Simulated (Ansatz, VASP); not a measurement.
## Pb in VASP and in Ansatz

Contents of INCAR:

```
  PREC = Accurate
  ENCUT = 520
  EDIFF = 1E-6
  ISMEAR = 0
  SIGMA = 0.1
  LREAL = False
  LASPH = True
  NELM = 60
  ALGO = Fast
  ISIF = 2
  LWAVE = False
  LCHARG = False
  GGA = PE
  NBANDS = 13
```

KPOINTS

```
Automatic mesh
0
Gamma
  14 14 14
```

File POSCAR:

```
Pb
1.0
    0.0000000000      2.4955315363      2.4955315363
    2.4955315363      0.0000000000      2.4955315363
    2.4955315363      2.4955315363      0.0000000000
Pb
1
Direct
    0.0000000000      0.0000000000      0.0000000000
```

Input for Ansatz:

```yaml
crystal:
  lattice:
    - [0.0, 2.4955315363, 2.4955315363]
    - [2.4955315363, 0.0, 2.4955315363]
    - [2.4955315363, 2.4955315363, 0.0]
  atoms:
    - { symbol: Pb, position: [0.0, 0.0, 0.0] }
basis:
  ecutwfc: 420
kpoints:
  mp_grid: { grid: [14, 14, 14] }
hamiltonian:
  xc: pbe
scf:
  occupations: { method: gaussian, width: 0.1 }
output:
  forces: true
  stress: true
  eigenvalues: true
```

Alike in both runs: task single point; functional PBE; k mesh 14 × 14 × 14; occupations gaussian, width 0.1 eV; no spin polarisation.

```csv
,VASP,Ansatz
version,VASP 6.6.1,Ansatz 0.2.0
potentials or method,"VASP PAW PBE potentials, release 64 (Pb_d)","scalar-relativistic, plane waves, PAW"
plane-wave cutoff (eV),520,420
valence electrons in the cell,14,14
```

VASP gave:

```
gap on the k mesh at the Fermi level (eV) : none
pressure (GPa)                            : 1.2
```

Q: Estimate Ansatz's values.

A: gap on the k mesh at the Fermi level (eV): none; pressure (GPa): 1.3.

A gap of «none» marks a metal or a gap that the smearing closes. The functional is the same, so the differences come from potentials, cutoffs and numerics.

Spin-orbit coupling is left out, which matters for the levels of Pb.
